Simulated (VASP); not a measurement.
GaAs, 2 atoms in the cell. The structure is cubic, space group F-43m (No. 216). Conventional cell: a = 5.663 Å, b = 5.663 Å, c = 5.663 Å, α = 90.00°, β = 90.00°, γ = 90.00°. Ga (site symmetry -43m) is surrounded by 4 As at 2.45 Å. Around As (site symmetry -43m) lie 4 Ga at 2.45 Å. The cell was built by a generator and needn't be a form met in nature.

| Quantity | Value |
| --- | --- |
| Program | VASP 6.6.1 |
| Task | relaxation of cell and atoms |
| Functional | PBEsol |
| Potentials or basis | VASP PAW PBE potentials, release 64 (Ga_d, As) |
| Cutoff | 600 eV |
| k mesh | 10 × 10 × 10 |
| Occupations | gaussian, width 0.03 eV |
| Spin | no spin polarisation |
| Further INCAR settings | ALGO = Normal; EDIFF = 1e-07; IBRION = 2; EDIFFG = -0.005; NSW = 90; ISIF = 3 |

Potentials or basis: VASP PAW PBE potentials, release 64 (Ga_d, As).

Run with:

```console
$ cat potpaw_PBE.64/Ga_d/POTCAR potpaw_PBE.64/As/POTCAR > POTCAR
$ mpirun -np 1 vasp_std > vasp.out
```

Hardware: 1 thread of AMD EPYC 7R43 64-Core Processor (Zen 3), on a shared host.

Task: How long does it take, and how much memory?

Result: Wall time 40 s on 1 thread of AMD EPYC 7R43 64-Core Processor (Zen 3) (shared host), peak memory 0.16 GiB. Counts: scf iterations 12, k points 47, ion steps 1.
